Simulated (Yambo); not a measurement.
# NaCl (Fm-3m) in Yambo: convergence with bands in self energy

Aim: find how far bands in self energy must go before the results for NaCl settle, at PBEsol. This setting moves, with any that are tied to it; all else stays.

All numbers are computed with Yambo 5.3.0; they aren't measurements. Logs are shortened: lines on timing, memory, paths and dates and some standing lists are left out, and cuts for length are marked.

**1. Starting point**

Symmetry: Fm-3m, No. 225, cubic system. Conventional cell: a = 5.588 Å, b = 5.588 Å, c = 5.588 Å, α = 90.00°, β = 90.00°, γ = 90.00°. Cl (site symmetry m-3m) has 6 Na at 2.79 Å as nearest neighbours. Around Na (site symmetry m-3m) lie 6 Cl at 2.79 Å.

The cell is a database's computed one.

**2. With bands in self energy 28**

g0w03.in

```
gw0
dyson
el_el_corr
rim_cut
HF_and_locXC
ppa
em1d
RandQpts= 1000000
RandGvec= 50 RL
EXXRLvcs= 88 Ry
VXCRLvcs= 88 Ry
Chimod= "HARTREE"
% BndsRnXp
 1 | 158 |
%
NGsBlkXp= 6 Ry
% LongDrXp
 1 | 1 | 1 |
%
PPAPntXp= 27.21138 eV
% GbndRnge
 1 | 28 |
%
GTermKind= "none"
DysSolver= "n"
ExtendOut
% QPkrange
 1 | 1 | 8 | 10 |
%
```

scf.in

```
&CONTROL
  calculation = 'scf'
  prefix = 'pwscf'
  outdir = './tmp'
  pseudo_dir = './pseudo'
/
&SYSTEM
  ibrav = 0
  A = 3.9514021
  nat = 2
  ntyp = 2
  ecutwfc = 88
  nbnd = 14
  occupations = 'smearing'
  smearing = 'fd'
  degauss = 0.00367493
  force_symmorphic = .true.
/
&ELECTRONS
  conv_thr = 4d-10
  electron_maxstep = 120
  mixing_beta = 0.5
/
ATOMIC_SPECIES
Cl    35.4500 Cl.upf
Na    22.9898 Na.upf
CELL_PARAMETERS alat
   0.0000000000    0.7071067806    0.7071067806
   0.7071067806    0.0000000000    0.7071067806
   0.7071067806    0.7071067806    0.0000000000
ATOMIC_POSITIONS alat
Cl     0.7071067806    0.7071067806    0.7071067806
Na     0.0000000000    0.0000000000    0.0000000000
K_POINTS automatic
8 8 8 0 0 0
```

nscf.in

```
&CONTROL
  calculation = 'nscf'
  prefix = 'pwscf'
  outdir = './tmp'
  pseudo_dir = './pseudo'
/
&SYSTEM
  ibrav = 0
  A = 3.9514021
  nat = 2
  ntyp = 2
  ecutwfc = 88
  nbnd = 158
  occupations = 'fixed'
  force_symmorphic = .true.
/
&ELECTRONS
  conv_thr = 1d-08
  diago_full_acc = .true.
  diago_thr_init = 1d-06
/
ATOMIC_SPECIES
Cl    35.4500 Cl.upf
Na    22.9898 Na.upf
CELL_PARAMETERS alat
   0.0000000000    0.7071067806    0.7071067806
   0.7071067806    0.0000000000    0.7071067806
   0.7071067806    0.7071067806    0.0000000000
ATOMIC_POSITIONS alat
Cl     0.7071067806    0.7071067806    0.7071067806
Na     0.0000000000    0.0000000000    0.0000000000
K_POINTS automatic
6 6 6 0 0 0
```

Potentials or basis: PseudoDojo 0.4.1 SR PBEsol standard.

Started as:

```console
OMP_NUM_THREADS=1 pw.x -in scf.in > scf.out
OMP_NUM_THREADS=1 pw.x -in nscf.in > nscf.out
cd tmp/pwscf.save; p2y; mv SAVE ../..; cd ../..
OMP_NUM_THREADS=1 yambo
mkdir -p g0w03; ln -s $PWD/g0w00/ndb.pp* g0w03/
mkdir -p g0w03; ln -s $PWD/g0w00/ndb.RIM g0w03/
OMP_NUM_THREADS=1 yambo -F g0w03.in -J g0w03 -C g0w03_out
```

Results (log left out):

| Quantity | Value |
| --- | --- |
| Band gap on the k mesh, mean-field level | 5.04 eV, direct |
| Quasiparticle gap | 8.20 eV |
| Least direct quasiparticle gap | 8.20 eV |
| Quasiparticle gap at Γ | 8.20 eV |
| Band gap of the same states before the correction | 5.04 eV |

**3. With bands in self energy 48**

g0w04.in

```
gw0
dyson
el_el_corr
rim_cut
HF_and_locXC
ppa
em1d
RandQpts= 1000000
RandGvec= 50 RL
EXXRLvcs= 88 Ry
VXCRLvcs= 88 Ry
Chimod= "HARTREE"
% BndsRnXp
 1 | 158 |
%
NGsBlkXp= 6 Ry
% LongDrXp
 1 | 1 | 1 |
%
PPAPntXp= 27.21138 eV
% GbndRnge
 1 | 48 |
%
GTermKind= "none"
DysSolver= "n"
ExtendOut
% QPkrange
 1 | 1 | 8 | 10 |
%
```

scf.in is that of step 2.

nscf.in is that of step 2.

Potentials or basis: PseudoDojo 0.4.1 SR PBEsol standard.

Started as:

```console
OMP_NUM_THREADS=1 pw.x -in scf.in > scf.out
OMP_NUM_THREADS=1 pw.x -in nscf.in > nscf.out
cd tmp/pwscf.save; p2y; mv SAVE ../..; cd ../..
OMP_NUM_THREADS=1 yambo
mkdir -p g0w04; ln -s $PWD/g0w00/ndb.pp* g0w04/
mkdir -p g0w04; ln -s $PWD/g0w00/ndb.RIM g0w04/
OMP_NUM_THREADS=1 yambo -F g0w04.in -J g0w04 -C g0w04_out
```

It converged, with:

```yaml
Band_gap_on_the_k_mesh_mean-field_level: 5.04 eV, direct
Quasiparticle_gap: 8.26 eV
Least_direct_quasiparticle_gap: 8.26 eV
Quasiparticle_gap_at_Γ: 8.26 eV
Band_gap_of_the_same_states_before_the_correction: 5.04 eV
```

**4. With bands in self energy 88**

g0w05.in

```
gw0
dyson
el_el_corr
rim_cut
HF_and_locXC
ppa
em1d
RandQpts= 1000000
RandGvec= 50 RL
EXXRLvcs= 88 Ry
VXCRLvcs= 88 Ry
Chimod= "HARTREE"
% BndsRnXp
 1 | 158 |
%
NGsBlkXp= 6 Ry
% LongDrXp
 1 | 1 | 1 |
%
PPAPntXp= 27.21138 eV
% GbndRnge
 1 | 88 |
%
GTermKind= "none"
DysSolver= "n"
ExtendOut
% QPkrange
 1 | 1 | 8 | 10 |
%
```

scf.in is that of step 3.

nscf.in is that of step 3.

Started as:

```console
OMP_NUM_THREADS=1 pw.x -in scf.in > scf.out
OMP_NUM_THREADS=1 pw.x -in nscf.in > nscf.out
cd tmp/pwscf.save; p2y; mv SAVE ../..; cd ../..
OMP_NUM_THREADS=1 yambo
mkdir -p g0w05; ln -s $PWD/g0w00/ndb.pp* g0w05/
mkdir -p g0w05; ln -s $PWD/g0w00/ndb.RIM g0w05/
OMP_NUM_THREADS=1 yambo -F g0w05.in -J g0w05 -C g0w05_out
```

It converged, with:

- Band gap on the k mesh, mean-field level: 5.04 eV, direct
- Quasiparticle gap: 8.31 eV
- Least direct quasiparticle gap: 8.31 eV
- Quasiparticle gap at Γ: 8.31 eV
- Band gap of the same states before the correction: 5.04 eV

**5. With bands in self energy 158**

g0w01.in

```
gw0
dyson
el_el_corr
rim_cut
HF_and_locXC
ppa
em1d
RandQpts= 1000000
RandGvec= 50 RL
EXXRLvcs= 88 Ry
VXCRLvcs= 88 Ry
Chimod= "HARTREE"
% BndsRnXp
 1 | 158 |
%
NGsBlkXp= 6 Ry
% LongDrXp
 1 | 1 | 1 |
%
PPAPntXp= 27.21138 eV
% GbndRnge
 1 | 158 |
%
GTermKind= "none"
DysSolver= "n"
ExtendOut
% QPkrange
 1 | 1 | 8 | 10 |
%
```

scf.in is that of step 4.

nscf.in is that of step 4.

Potentials or basis: PseudoDojo 0.4.1 SR PBEsol standard.

Started as:

```console
OMP_NUM_THREADS=1 pw.x -in scf.in > scf.out
OMP_NUM_THREADS=1 pw.x -in nscf.in > nscf.out
cd tmp/pwscf.save; p2y; mv SAVE ../..; cd ../..
OMP_NUM_THREADS=1 yambo
mkdir -p g0w01; ln -s $PWD/g0w00/ndb.pp* g0w01/
mkdir -p g0w01; ln -s $PWD/g0w00/ndb.RIM g0w01/
OMP_NUM_THREADS=1 yambo -F g0w01.in -J g0w01 -C g0w01_out
```

Yambo's report:

```text
[... sections 02.01 to 02.04 as in the set-up run ...]

  [02.05] Energies & Occupations
  ==============================

  [X] === General ===
  [X] Electronic Temperature                        :  0.000000  0.000000 [eV K]
  [X] Bosonic    Temperature                        :  0.000000  0.000000 [eV K]
  [X] Finite Temperature mode                       : no
  [X] El. density                                   :  0.36676E+24 [cm-3]
  [X] Fermi Level                                   :  1.215235 [eV]

  [X] === Gaps and Widths ===
  [X] Conduction Band Min                           :  5.039544 [eV]
  [X] Valence Band Max                              :  0.000000 [eV]
  [X] Filled Bands                                  :   8
  [X] Empty Bands                                   :    9  158
  [X] Direct Gap                                    :  5.039544 [eV]
  [X] Direct Gap localized at k                     :  1
  [X] Indirect Gap                                  :  5.039544 [eV]
  [X] Indirect Gap between kpts                     :  1  1
  [X] Last valence band width                       :  0.763987 [eV]
  [X] 1st conduction band width                     :  3.748886 [eV]

 [03] Transferred momenta grid and indexing
 ==========================================

 IBZ Q-points                                      :  16
 BZ  Q-points                                      :  216

 K/Q-points units:
 rlu = crystal or reduced units; cc = cartesian coordinates; iku = interal k-units

 Q [ 1]         [rlu]:  0.000000  0.000000  0.000000
 Q [ 2]         [rlu]: -0.15029E-16 -0.15029E-16  0.16667
 Q [ 3]         [rlu]: -0.16765E-16  0.10991E-16  0.33333
 Q [ 4]         [rlu]:  0.17916E-16  0.17916E-16 -0.50000
 Q [ 5]         [rlu]:  0.76285E-17  0.16667      0.16667
 Q [ 6]         [rlu]: -0.11517E-17  0.16667      0.33333
[... 166 lines left out ...]
   :: Time ordering fails/rest    :  0.504045
   :: Mean rel dev of PP cond     :  0.297810

  [08.02] QP properties and I/O
  =============================

  Legend (energies in eV)
  - B  : Band       - Eo  : bare energy
  - E  : QP energy  - Z   : Renormalization factor
  - So : Sc(Eo)     - S   : Sc(E)
  - dSp: Sc derivative precision

  - lXC: Local XC (Perdew, Burke & Ernzerhof SOL(X)+Perdew, Burke & Ernzerhof SOL(C))
  -nlXC: non-Local XC (Hartree-Fock)

  QP [eV] @ K [1] (iku):  0.000000  0.000000  0.000000
   B=8 Eo=  0.00 E= -2.10 E-Eo= -2.10 Re(Z)=0.82 Im(Z)=-0.119948E-2 nlXC= -18.9105 lXC= -14.3536 So=  1.98456
   B=9 Eo=  5.04 E=  6.23 E-Eo=  1.19 Re(Z)=0.87 Im(Z)=-0.923602E-3 nlXC= -4.35124 lXC= -8.83206 So= -3.10240
   B=10 Eo= 10.94 E= 12.41 E-Eo=  1.47 Re(Z)=0.86 Im(Z)= 0.603502E-2 nlXC= -3.65510 lXC= -8.74536 So= -3.37493

  [WR./g0w01//ndb.QP]-------------------------------------------------------------
   Lattice constants                                :  5.280014  5.280014  5.280014
   Coulomb cutoff potential                         : none
   Electronic Temperature                           :  0.000000 [K]
   Bosonic    Temperature                           :  0.000000 [K]
   Green`s function   energies                      : Perdew, Burke & Ernzerhof SOL(X)+Perdew, Burke & Ernzerhof SOL(C)
   wavefunctions                                    : Perdew, Burke & Ernzerhof SOL(X)+Perdew, Burke & Ernzerhof SOL(C)
   PPA    diel. fun.  energies                      : Perdew, Burke & Ernzerhof SOL(X)+Perdew, Burke & Ernzerhof SOL(C)
   wavefunctions                                    : Perdew, Burke & Ernzerhof SOL(X)+Perdew, Burke & Ernzerhof SOL(C)
   QP tot states                                    :  3
   GW solver                                        : Newton
   GW approximation                                 : PPA
   PPA imaginary Energy                             :  27.21138 ev
   RIM G`s                                          :   51
   RIM random pts                                   :  1000000
   dS/dw steps                                      :  2
   dS/dw step                                       :  0.100000 ev
   X G`s                                            :   89 used
   X G`s                                            :   89 disk
   X bands                                          :    1  158
   X poles                                          :  100.0000 o/o
   X e/h E range                                    : -1.000000 -1.000000 ev
   X Hxc Kernel                                     : HARTREE
   X BZ energy Double Grid                          : no
   X Optical Averaged directions                    : none
   Sc/G bands                                       :    1  158
   Sc/G damping                                     :  0.100000 ev
   Sc bands terminator                              : no
   Sx RL components                                 :   4279

   QP @ state[ 1 ] K range                          :  1  1
   QP @ state[ 1 ] b range                          :   8  10
   GF energies kind                                 : Perdew, Burke & Ernzerhof SOL(X)+Perdew, Burke & Ernzerhof SOL(C)
   GF WF`s kind                                     : Perdew, Burke & Ernzerhof SOL(X)+Perdew, Burke & Ernzerhof SOL(C)
   Xs energies kind                                 : Perdew, Burke & Ernzerhof SOL(X)+Perdew, Burke & Ernzerhof SOL(C)
   Xs WF`s kind                                     : Perdew, Burke & Ernzerhof SOL(X)+Perdew, Burke & Ernzerhof SOL(C)
```

Results:

| Item | Value |
| --- | --- |
| Band gap on the k mesh, mean-field level | 5.04 eV, direct |
| Quasiparticle gap | 8.33 eV |
| Least direct quasiparticle gap | 8.33 eV |
| Quasiparticle gap at Γ | 8.33 eV |
| Band gap of the same states before the correction | 5.04 eV |

**6. Result**

```tsv
bands in self energy	quasiparticle gap at the points computed (eV)
28	8.202
48	8.260
88	8.311
158	8.334
```

Against the tightest run, the quasiparticle gap at the points computed stays within 0.05 eV from 88 on. The tightest run that finished is the yardstick and may itself not be fully converged.

Caveats: this version prints the column dSc/dw multiplied by 27.2.
